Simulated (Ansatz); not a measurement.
## Electric field gradients in GaS

The cell is a COD entry, ions relaxed with PBE at fixed cell.

Space group P6_3/mmc (No. 194); a = 3.5850, c = 15.5000 Å, γ = 120.00°.

```
site  Wyckoff  site symmetry       x       y       z
  Ga       4f            3m.  0.3333  0.6667  0.1710
   S       4f            3m.  0.3333  0.6667  0.6008
```

One atom of each set is listed.

Method: Kohn–Sham DFT in Ansatz, PBEsol, plane waves and PAW, scalar-relativistic, 420 eV cutoff, Γ-centred 14×14×3 k-points, Fermi–Dirac smearing 0.02 eV.

Conventions: |V_zz| ≥ |V_yy| ≥ |V_xx|, η = (V_xx − V_yy)/V_zz, C_Q = eQV_zz/h.

⁷¹Ga: I = 3/2, Q = 107.0 mb; ³³S: I = 3/2, Q = -69.40 mb. Nuclear quadrupole moments: year-2017 set (Pyykkö).

(1) What field gradients does the calculation give at each kind of site?

## Answers

(1) 

```json
{"site": "Ga", "atoms": "4", "first shell": "3 S at 2.34 Å; also 1 Ga at 2.45 Å", "V_xx, V_yy, V_zz (10²¹ V/m²)": "3.83, 3.83, -7.66", "η": "0.00", "C_Q (MHz)": "-19.8"}
{"site": "S", "atoms": "4", "first shell": "3 Ga at 2.34 Å", "V_xx, V_yy, V_zz (10²¹ V/m²)": "2.78, 2.78, -5.56", "η": "0.00", "C_Q (MHz)": "9.33"}
```

An axis of threefold or higher order runs through Ga and S, so V_zz lies along it and η is zero.
